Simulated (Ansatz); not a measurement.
# IrO₂ (P4_2/mnm), stationary points along a deformation path

All numbers below come from DFT PBE, scalar-relativistic, plane waves, PAW (Ansatz). Cutoff 420 eV, Γ-centred 12×12×16 k-points, Gaussian smearing of 0.15 eV. Spin–orbit coupling is left out, which matters for the heavy elements here. No spin polarisation. Energies are free energies at this smearing, counted from the undisturbed cell; pressure is positive in compression.

The starting cell (relaxed at this level; with this scan's settings it stands at 0.1 GPa):

```
Ir O
1.0
     4.52881    0.00000    0.00000
     0.00000    4.52881    0.00000
     0.00000    0.00000    3.17983
Ir O
2 4
Cartesian
  0.0000 0.0000 0.0000
  2.2644 2.2644 1.5899
  1.3968 1.3968 0.0000
  0.8676 3.6612 1.5899
  3.1321 3.1321 0.0000
  3.6612 0.8676 1.5899
```

At fixed volume and fractional coordinates, lengths along (0.000, 0.000, 1.000) are scaled against those across it; ρ is that ratio over its starting value. V = 10.870 Å³/atom. Δσ is the stress along the axis less the mean stress across it (compression positive).

```csv
ρ,ΔE (meV/atom),Δσ (GPa),space group
0.800,399.4,61.10,P4_2/mnm
0.850,230.2,57.93,P4_2/mnm
0.920,64.4,33.27,P4_2/mnm
0.960,15.8,16.97,P4_2/mnm
1.000,0.0,-0.04,P4_2/mnm
1.050,23.5,-21.40,P4_2/mnm
1.100,90.2,-41.88,P4_2/mnm
1.200,315.0,-67.28,P4_2/mnm
1.300,573.0,-74.69,P4_2/mnm
```

Q: How does the stress give the slope of the energy, and where is the energy stationary?

A: Along the path d ln(length) is 2/3 d ln ρ on the axis and −1/3 d ln ρ across it, so dE/d ln ρ = −(2/3) V Δσ: the energy falls with ρ where Δσ is positive. Δσ vanishes or changes sign between ρ = 0.960 and 1.000, a minimum (near 1.00 by linear interpolation). Pairs of stationary points between two samples would go unseen, and could change a minimum read from distant neighbours into a maximum.

Q: Integrate that slope from ρ = 1 to 1.200 by the trapezoid rule.

A: With V/N in Å³ and 1 eV/Å³ = 160.2 GPa the slopes at ρ = 1.000, 1.050, 1.100, 1.200 are 2, 968, 1894, 3043 meV/atom per unit of ln ρ. The steps add 23.7 + 66.6 + 214.8 = 305.0 meV/atom, against 315.0 from the energies; the trapezoid rule misses the curvature of the slope within each step.

Forces appear on the atoms along this scan, and letting them relax would lower the energy and soften the response. No gap shows at this level, though a semilocal functional can close a small gap that the real compound has; without a gap these slopes depend on the k mesh and the smearing.

Cost: 9 runs of about 2.8 core-minutes in all, on Intel Xeon Platinum 8488C (Sapphire Rapids) (shared hosts).